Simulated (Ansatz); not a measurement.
Runs of Ansatz 0.2.0 on CuO. It takes space group P4_2/mmc (No. 131, tetragonal). The conventional cell has a = 3.422 Å, b = 3.422 Å, c = 4.260 Å, α = 90.00°, β = 90.00°, γ = 90.00°. Around Cu (site symmetry mmm) lie 4 O at 2.02 Å. O (site symmetry -4m2) has 4 Cu at 2.02 Å and 2 O at 2.13 Å as nearest neighbours. Measurements of this composition are mostly on another form, of space group No. 15.

```csv
task,level,U,cell,hubbard projectors,double counting,points for each segment of the path,gap on the mesh (eV),pressure (GPa)
density of states,PBEsol,-,as given,-,-,-,none,-9.0
relaxation of cell and atoms,LDA+U,Cu d U = 5.3 eV,relaxed,ortho-atomic (the default),fll (the default),-,none,0.0
band structure,LDA,-,as given,-,-,14,none,(a)
band structure,BLYP,-,as given,-,-,14,none,2.2
```

Alike in all rows: potentials or basis Ansatz PAW; no spin polarisation; k mesh 8 × 8 × 6; cutoff (eV) 420; smearing fermi-dirac 0.05 eV.

Q: Estimate the missing entries.

A: (a) -14.0.

Caveats: the run has no spin polarisation, though such a crystal can be magnetic; the PAW data sets come from PBE, with cores solved anew for the run's functional, which leaves a small shift of forces and pressure; semilocal functionals often make such compounds metallic where correlation or magnetic order opens a gap, which also shifts bond lengths (some runs); the electronic state changed during the relaxation (some runs); the plane-wave basis is chosen anew once the cell has moved, so the energies of steps on either side of that aren't comparable (some runs); U without spin polarisation on a metal has little footing (some runs).

A gap of «none» marks a metal or a gap under the smearing width.

Runs at the PBE level aren't shown here.
